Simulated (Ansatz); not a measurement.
# InP: the cost of one run

Program: Ansatz 0.2.0. Level of theory: DFT PBEsol, scalar-relativistic, plane waves, PAW. These are calculated values, not measurements.

5 further runs of the same task are left out: 5 set aside as unsound or not needed.

## (1) The structure to begin with

It takes space group Fm-3m (No. 225, cubic). The conventional cell has a = 5.462 Å, b = 5.462 Å, c = 5.462 Å, α = 90.00°, β = 90.00°, γ = 90.00°. In (site symmetry m-3m) has 6 P at 2.73 Å as nearest neighbours. Around P (site symmetry m-3m) lie 6 In at 2.73 Å.

Structure file:

```xyz
2
Lattice="0.0000 2.7311 2.7311 2.7311 0.0000 2.7311 2.7311 2.7311 0.0000" Properties=species:S:1:pos:R:3 pbc="T T T"
In    0.0000    0.0000    0.0000
P     2.7311    2.7311    2.7311
```

It is the result of an earlier relaxation at this level (volume 20.37 Å³/atom; gap on the mesh: none (metal)).

## (2) Relaxing at 20 GPa

What is minimised here is the enthalpy; the energy can go up as the cell is squeezed.

input.yaml reads:

```yaml
crystal:
  lattice:
    - [0.0, 2.7310715423, 2.7310715423]
    - [2.7310715423, 0.0, 2.7310715423]
    - [2.7310715423, 2.7310715423, 0.0]
  atoms:
    - { symbol: In, position: [0.0, 0.0, 0.0] }
    - { symbol: P, position: [0.5, 0.5, 0.5] }
basis:
  ecutwfc: 420
kpoints:
  mp_grid: { grid: [14, 14, 14] }
hamiltonian:
  xc: pbesol
scf:
  occupations: { method: fermi_dirac, width: 0.15 }
output:
  forces: true
  stress: true
  eigenvalues: true
relax:
  adjacent_minimum: "off"
  f_tol: 0.001
  max_steps: 60
  cell: { stress_tol: 0.02, p_target: 20.0 }
```

The run is started by

```sh
> ansatz run input.yaml --threads 1 --pin off --max-ram 3072MiB --backend cpu --events-out ev --progress --plain --runs-dir out
```

**Question.** How long does this run take on 1 thread of Intel Xeon Platinum 8259CL at 2.50GHz (Skylake/Cascade Lake), shared host, and how much memory does it need?

About 32 s, with a peak of 0.42 GiB.
